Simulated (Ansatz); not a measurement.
This script drives Ansatz 0.2.0, Python API.

Script `bate_md.py`:
```python
# -*- coding: utf-8 -*-
import json

import ansatz as az
import numpy as np


def main():
    crystal = (
        az.Lattice.cubic(4.262466)
        .space_group(221)
        .atom('Ba', (0.0, 0.0, 0.0))
        .atom('Te', (0.5, 0.5, 0.5))
    )

    job = crystal.supercell(2, 2, 1).calculation()
    job = job.functional('r2scan')
    job = job.pseudopotentials('paw')
    job = job.basis(530).kpoints(length=7)
    job = job.occupations('fixed')
    job = job.md(az.Ensemble.NVT_LANGEVIN, timestep=1.0, steps=25, temperature=800, friction=0.005, initial_velocities='maxwell_boltzmann', seed=392)
    out = job.run(events_out='events.ndjson')
    with open('events.ndjson') as stream:
        events = [json.loads(line) for line in stream]
    steps = [e['data'] for e in events if e['event'] == 'md_step']
    report = out.report

    for s in steps[::2]:
        print('%3d %7.1f fs  total %.4f eV  T %6.1f K' % (s['step'], s['time_fs'], s['lagrangian_ev'] + s['e_kin_ev'], s['temperature_k']))

    temperature = np.array([s['temperature_k'] for s in steps])
    print(f'mean temperature of the second half {temperature[len(steps) // 2 :].mean():.1f} K')

    print('last positions (A) and velocities (A/fs)')
    for site, xyz, vel in zip(out.lattice.sites, steps[-1]['positions_ang'], steps[-1]['velocities_ang_fs']):
        print(f'{site.symbol:2s}', ' '.join(f'{v:8.4f}' for v in xyz), ' ', ' '.join(f'{v:9.5f}' for v in vel))

    track = np.array([s['positions_ang'] for s in steps])
    names = np.array([site.symbol for site in out.lattice.sites])
    for name in sorted(set(names)):
        msd = ((track[:, names == name] - track[0, names == name]) ** 2).sum(axis=2).mean(axis=1)
        print(f'mean square displacement of {name} (A^2):', np.round(msd[:: max(len(msd) // 6, 1)], 4))


if __name__ == '__main__':
    main()
```

It is started by `python bate_md.py`. Estimate its wall time and peak memory on 1 thread of Arm Neoverse V1, with other jobs on the host.

It took about 7.8 min, with a peak of 1.4 GiB, for 1 run of the engine.

```console
$ python bate_md.py
DeckWarning: md: disabling space-group detection — thermal motion breaks the input geometry's symmetry, so no spatial operation reduces the k-mesh or symmetrises the density; time reversal is kept, so that k and −k are solved as one point where they differ and the mesh holds both, and exact exchange and, on two spinor [...]
  0     0.0 fs  total -51848.8657 eV  T  700.0 K
  2     2.0 fs  total -51848.9078 eV  T  659.2 K
  4     4.0 fs  total -51848.9646 eV  T  603.9 K
  6     6.0 fs  total -51848.9862 eV  T  582.7 K
  8     8.0 fs  total -51848.9906 eV  T  578.1 K
 10    10.0 fs  total -51849.0077 eV  T  560.9 K
 12    12.0 fs  total -51849.0113 eV  T  556.5 K
 14    14.0 fs  total -51848.9725 eV  T  592.8 K
 16    16.0 fs  total -51849.0069 eV  T  558.3 K
 18    18.0 fs  total -51848.9922 eV  T  571.2 K
 20    20.0 fs  total -51849.0042 eV  T  558.2 K
 22    22.0 fs  total -51849.0110 eV  T  550.1 K
 24    24.0 fs  total -51849.0210 eV  T  538.9 K
mean temperature of the second half 551.1 K
last positions (A) and velocities (A/fs)
Ba  -0.0373  -0.0116  -0.0006    -0.00118  -0.00029  -0.00004
Te   2.2572   2.0321   2.1165     0.00348  -0.00480  -0.00067
Ba  -0.0186   4.3125  -0.0680    -0.00197   0.00266  -0.00267
Te   2.1171   6.3891   2.1245     0.00022  -0.00070  -0.00058
Ba   4.3276   0.0395   0.0011     0.00283   0.00145   0.00039
Te   6.4101   2.1776   2.1450     0.00035   0.00090   0.00073
Ba   4.2137   4.2497  -0.0018    -0.00094  -0.00008   0.00006
Te   6.3227   6.3922   2.1546    -0.00220  -0.00008   0.00116
mean square displacement of Ba (A^2): [0.     0.0001 0.0004 0.001  0.0017 0.0027 0.004 ]
mean square displacement of Te (A^2): [0.     0.0003 0.0011 0.0022 0.0039 0.0058 0.008 ]
```
(Warnings from the package without file and line, shortened.)

Absolute energies stand on the zero of these potentials, so only differences at equal settings mean something. A total without «per atom» is that of the cell as typed. Energy and stress may still move on a finer k-point mesh. The structure comes from a database of computed cells and needn't be a stable or known phase. A small cell, a coarse mesh and a very short run: it shows the set-up and gives no equilibrium averages.

(A comment or docstring line of the script was reworded after the run, the code is as it ran; lines on the test bed's own set-up are left out of the output.)
